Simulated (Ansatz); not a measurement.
Nb:

```
CELL_PARAMETERS angstrom
-1.66395 1.66395 1.66395
1.66395 -1.66395 1.66395
1.66395 1.66395 -1.66395
ATOMIC_POSITIONS crystal
Nb 0.00000 0.00000 0.00000
```

Base run:

```yaml
Program: Ansatz 0.2.0
Functional: PBE
Potentials_or_basis: all-electron LAPW, scalar-relativistic
Cutoff: 192 eV (chosen from the basis error)
Basis_error_allowed: 0.003 eV/atom
k_mesh: 8 × 8 × 8
Occupations: fermi-dirac, width 0.03 eV
Spin: no spin polarisation
```

Its results: band gap on the k mesh none (metal or under the smearing width); pressure -2.3 GPa.

Task: The run is repeated on the same cell with these changes: k mesh from 8 × 8 × 8 to 4 × 4 × 4. What comes out?

Result: Band gap on the k mesh none (metal or under the smearing width); pressure 0.7 GPa.

Caveats: some runs use coarse meshes; the k mesh is thin for a metal, which can move the energy by tens of meV per atom.
